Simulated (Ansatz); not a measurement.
# Li: energy and stress against strain

Aim: for Li, strain the cell along the Voigt pattern (0, 0, 0, 0, 1, 0).

Program: Ansatz 0.2.0. Level of theory: DFT PBE+D3(BJ), scalar-relativistic, plane waves, PAW. These are calculated values, not measurements.

2 further runs of the same task are left out: 2 set aside as unsound or not needed.

## Step 1: The starting structure

The structure is hexagonal, space group P6_3/mmc (No. 194). The conventional cell has a = 2.953 Å, b = 2.953 Å, c = 4.844 Å, α = 90.00°, β = 90.00°, γ = 120.00°. Li (site symmetry -6m2) has 12 Li at 2.95 to 2.96 Å as nearest neighbours.

Coordinates:

```
Li
1.0
     2.95316    0.00000    0.00000
    -1.47658    2.55751    0.00000
     0.00000    0.00000    4.84408
Li
2
Direct
  0.33333 0.66667 0.25000
  0.66667 0.33333 0.75000
```

This cell was relaxed beforehand with the same method: volume 18.29 Å³/atom, gap on the mesh none (metal).

## Step 2: The reference: the undisturbed cell on the scan's mesh

File input.yaml:

```yaml
crystal:
  lattice:
    - [2.9531606636, 0.0, 0.0]
    - [-1.4765803318, 2.5575121562, 0.0]
    - [0.0, 0.0, 4.844082403]
  atoms:
    - { symbol: Li, position: [0.3333333333, 0.6666666667, 0.25] }
    - { symbol: Li, position: [0.6666666667, 0.3333333333, 0.75] }
basis:
  ecutwfc: 420
kpoints:
  mp_grid: { grid: [24, 24, 12] }
hamiltonian:
  xc: pbe
  dispersion: d3bj
scf:
  occupations: { method: gaussian, width: 0.15 }
output:
  forces: true
  stress: true
  eigenvalues: true
```

## Step 3: Next: energy and stress against strain

The cell is strained by ε times the Voigt pattern (0, 0, 0, 0, 1, 0) (xx, yy, zz, yz, xz, xy; engineering shear), with fractional coordinates fixed (clamped ions). The stress on the pattern is the sum of the stress components weighted by it, tension positive.

## Step 4: ε = -0.0600

Edit input.yaml of step 2 so:

```diff
@@ -2,5 +2,5 @@
   lattice:
-    - [2.9531606636, 0.0, 0.0]
-    - [-1.4765803318, 2.5575121562, 0.0]
-    - [0.0, 0.0, 4.844082403]
+    - [2.9531606636, 0.0, -0.0885948199]
+    - [-1.4765803318, 2.5575121562, 0.04429741]
+    - [-0.1453224721, 0.0, 4.844082403]
   atoms:
```

## Step 5: At ε = 0.0450

Edit input.yaml of step 4 so:

```diff
@@ -2,5 +2,5 @@
   lattice:
-    - [2.9531606636, 0.0, -0.0885948199]
-    - [-1.4765803318, 2.5575121562, 0.04429741]
-    - [-0.1453224721, 0.0, 4.844082403]
+    - [2.9531606636, 0.0, 0.0664461149]
+    - [-1.4765803318, 2.5575121562, -0.0332230575]
+    - [0.1089918541, 0.0, 4.844082403]
   atoms:
```

## Step 6: Point ε = -0.0300

Edit input.yaml of step 5 so:

```diff
@@ -2,5 +2,5 @@
   lattice:
-    - [2.9531606636, 0.0, 0.0664461149]
-    - [-1.4765803318, 2.5575121562, -0.0332230575]
-    - [0.1089918541, 0.0, 4.844082403]
+    - [2.9531606636, 0.0, -0.04429741]
+    - [-1.4765803318, 2.5575121562, 0.022148705]
+    - [-0.072661236, 0.0, 4.844082403]
   atoms:
```

## Step 7: At ε = 0.0150

Edit input.yaml of step 6 so:

```diff
@@ -2,5 +2,5 @@
   lattice:
-    - [2.9531606636, 0.0, -0.04429741]
-    - [-1.4765803318, 2.5575121562, 0.022148705]
-    - [-0.072661236, 0.0, 4.844082403]
+    - [2.9531606636, 0.0, 0.022148705]
+    - [-1.4765803318, 2.5575121562, -0.0110743525]
+    - [0.036330618, 0.0, 4.844082403]
   atoms:
```

(Steps that only read results are left out.)

Before running it: what results should come out? Wanted: slope of the stress at ε = 0, from the points at -0.0300, 0 and 0.0150.

As calculated:

```
                                                              quantity  value
slope of the stress at ε = 0, from the points at -0.0300, 0 and 0.0150  6 GPa
```

The slope of the stress at zero strain, 6 GPa, estimates C55 with clamped ions in this Cartesian frame; letting the atoms relax could not make it stiffer. The step is wide, so higher orders mix in. No sampled point lies below the undisturbed cell.
